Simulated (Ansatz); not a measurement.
# CsCl: how much do the potentials matter?

CsCl in the CsCl structure, in a typed cell, not relaxed.

```xyz
2
Lattice="4.2000 0.0000 0.0000 0.0000 4.2000 0.0000 0.0000 0.0000 4.2000" Properties=species:S:1:pos:R:3 pbc="T T T"
Cs    0.0000    0.0000    0.0000
Cl    2.1000    2.1000    2.1000
```

Computed with Ansatz (plane-wave DFT, scalar-relativistic): PBE; k mesh 4×4×4; fixed occupations; no spin. Harmonic phonons by linear response, frequencies in cm⁻¹, imaginary ones marked i; at Γ the three translations are left out and no LO–TO term is added.

Caveats: coarse k mesh.

The reference is the run on all-electron PAW datasets (no frozen core) at 270 eV and 37.04 Å³ an atom: top Γ mode (cm⁻¹) 75; lowest mode at q = [0.5, 0.5, 0.5] (cm⁻¹) 56; top mode at q = [0.5, 0.5, 0.5] (cm⁻¹) 106; mean ε∞ 2.75; mean Born charge of Cs (e) 1.32.

Question: The same calculation was made on Ansatz generated PAW, Ansatz hand-made PAW, JTH PAW, PseudoDojo norm-conserving, Ansatz norm-conserving. How far do the results move?

Answer: 
| potentials | cutoff (eV) | top Γ mode (cm⁻¹) | lowest mode at q = [0.5, 0.5, 0.5] (cm⁻¹) | top mode at q = [0.5, 0.5, 0.5] (cm⁻¹) | mean ε∞ | mean Born charge of Cs (e) |
| --- | --- | --- | --- | --- | --- | --- |
| Ansatz generated PAW | 420 | 75 | 56 | 106 | 2.74 | 1.32 |
| Ansatz hand-made PAW | 660 | 75 | 56 | 106 | 2.74 | 1.32 |
| JTH PAW | 1200 | 77 | 57 | 107 | 2.74 | 1.32 |
| PseudoDojo norm-conserving | 789 | 75 | 56 | 106 | 2.74 | 1.32 |
| Ansatz norm-conserving | 789 | 75 | 56 | 106 | 2.74 | 1.32 |

The largest move among the frequencies in the table is 1.7 cm⁻¹, in the top Γ mode on JTH PAW.
